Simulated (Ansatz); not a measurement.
System: Ge (fcc type), 1 atom in the cell.

```yaml
crystal:
  lattice:
    - [0.00000, 2.14000, 2.14000]
    - [2.14000, 0.00000, 2.14000]
    - [2.14000, 2.14000, 0.00000]
  atoms:
    - { symbol: Ge, position: [0.00000, 0.00000, 0.00000] }
```
Lattice in Å, positions in fractions of it.

Code and potentials: Ansatz PAW hard set, 700 eV. Settings of the plain PBE run: k-mesh 4×4×4 Γ-centred; Fermi–Dirac smearing of 0.15 eV; no spin polarisation.

Plain PBE gives:

```
Pressure : 0.16 GPa
```

Question: What changes under PBE with spin–orbit coupling?

Answer: The pressure goes down by 0.03 GPa to 0.13 GPa.

The stress includes the program's correction for the finite plane-wave basis.

The k-mesh is coarse, so these values belong to this mesh and can lie far from the converged ones. This cubic structure is a model: it isn't the usual form of the substance at ambient conditions, and such phases are metastable or hypothetical.
